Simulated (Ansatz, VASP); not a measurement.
**One calculation of Ti, two programs**

```xyz
1
Lattice="0.0000 1.9691 1.9995 1.9691 0.0000 1.9995 1.9691 1.9691 0.0000" Properties=species:S:1:pos:R:3 pbc="T T T"
Ti    0.0000    0.0000    0.0000
```

Change from the starting cell: strain -0.030 along x and y, -0.015 along z, atoms carried along.

Alike in both runs: task single point; functional PBEsol; k mesh 20 × 20 × 20; occupations gaussian, width 0.15 eV; no spin polarisation.

```csv
,VASP,Ansatz
version,VASP 6.6.1,Ansatz 0.2.0
potentials or method,"VASP PAW PBE potentials, release 64 (Ti_sv)","scalar-relativistic, plane waves, PAW"
plane-wave cutoff (eV),520,420
valence electrons in the cell,12,12
```

VASP gave:

- gap on the k mesh at the Fermi level (eV): none
- pressure (GPa): 9.1
- largest component of the traceless stress (GPa): 0.39

What did Ansatz give for the same quantities?

gap on the k mesh at the Fermi level (eV): none; pressure (GPa): 9.5; largest component of the traceless stress (GPa): 0.39.

A gap of «none» marks a metal or a gap that the smearing closes. The functional is the same, so the differences come from potentials, cutoffs and numerics.

Caveats: the PAW data sets were made with another functional, which shifts forces and pressure a little (VASP).
